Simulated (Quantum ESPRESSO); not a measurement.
**Li under changes of volume**

One of the cells (21.609 Å³/atom); the others are scaled copies at fixed shape and fractional positions:

```
CELL_PARAMETERS angstrom
-1.75465 1.75465 1.75465
1.75465 -1.75465 1.75465
1.75465 1.75465 -1.75465
ATOMIC_POSITIONS crystal
Li 0.00000 0.00000 0.00000
```

```yaml
Program: Quantum ESPRESSO 7.5
Functional: PBEsol
Potentials_or_basis: PseudoDojo 0.4.1 SR PBEsol standard
Cutoff: 1007 eV
Density_cutoff: 4027 eV
k_mesh: 11 × 11 × 11
Occupations: fermi-dirac, width 0.05 eV
Spin: no spin polarisation
```

```tsv
volume (Å³/atom)	energy over the lowest point (meV/atom)	pressure (GPa)
20.312	0.00	-0.1
20.744	0.50	-0.3
21.177	1.72	-0.6
21.609	3.57	-0.8
22.041	6.03	-1.0
22.473	9.02	-1.2
22.905	?	?
```

Question: What does the run at 22.905 Å³/atom give?

Answer: Energy over the lowest point 12.51 meV/atom; pressure -1.4 GPa.

Worked out: A Birch-Murnaghan fit of order 3 (a polynomial in V^(-2/3)) to the other rows has its minimum at 20.24 Å³/atom, just outside them, with B0 = V·E''(V) = 13.6 GPa and B' = 3.2. It gives 12.51 meV/atom at 22.905 Å³/atom, against the run's 12.51, and -dE/dV = -1.4 GPa, against -1.4.

Energies are extrapolated to zero smearing.
